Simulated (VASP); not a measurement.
**VASP inputs for NaI (strained CsCl)**

INCAR

```
LASPH = .TRUE.
LREAL = .FALSE.
SIGMA = 0.01
NBANDS = 14
ALGO = Normal
NSW = 0
LWAVE = .FALSE.
NELM = 120
METAGGA = R2SCAN
PREC = Accurate
ENCUT = 520
IBRION = -1
LCHARG = .FALSE.
EDIFF = 1E-7
ISMEAR = 0
ISIF = 2
```

KPOINTS

```
KPOINTS created by Atomic Simulation Environment
0
Gamma
6 6 6
0 0 0
```

KPOINTS_OPT

```
special points
4
Reciprocal
0.0000000000 0.0000000000 0.0000000000 1
0.0000000000 0.5000000000 0.0000000000 1
0.5000000000 0.5000000000 0.0000000000 1
0.5000000000 0.5000000000 0.5000000000 1
```

POSCAR

```
Na I
 1.0000000000000000
     4.2684229626999999    0.0000000000000000    0.0000000000000000
     0.0000000000000000    4.2684229626999999    0.0000000000000000
     0.0000000000000000    0.0000000000000000    4.0491393820999999
 Na  I
   1   1
Cartesian
  0.0000000000000000  0.0000000000000000  0.0000000000000000
  2.1342114813499995  2.1342114813499995  2.0245696910499995
```

VASP ran with the recommended PBE PAW datasets (14 valence electrons in the cell).

Task: What does this run give?

Result: gap between bands v and c 2.63 eV; least direct gap 3.09 eV; pressure -1.5 GPa.

Band v is the last that the valence electrons fill when counted band by band, and c is the next. Levels in eV from the top of v:

| point | v−1 | v | c | c+1 |
| --- | --- | --- | --- | --- |
| Γ | -0.91 | -0.46 | 2.63 | 5.92 |
| X | -0.66 | -0.23 | 4.97 | 6.34 |
| M | -2.45 | 0.00 | 3.16 | 7.62 |
| R | -1.94 | -1.94 | 4.59 | 4.64 |
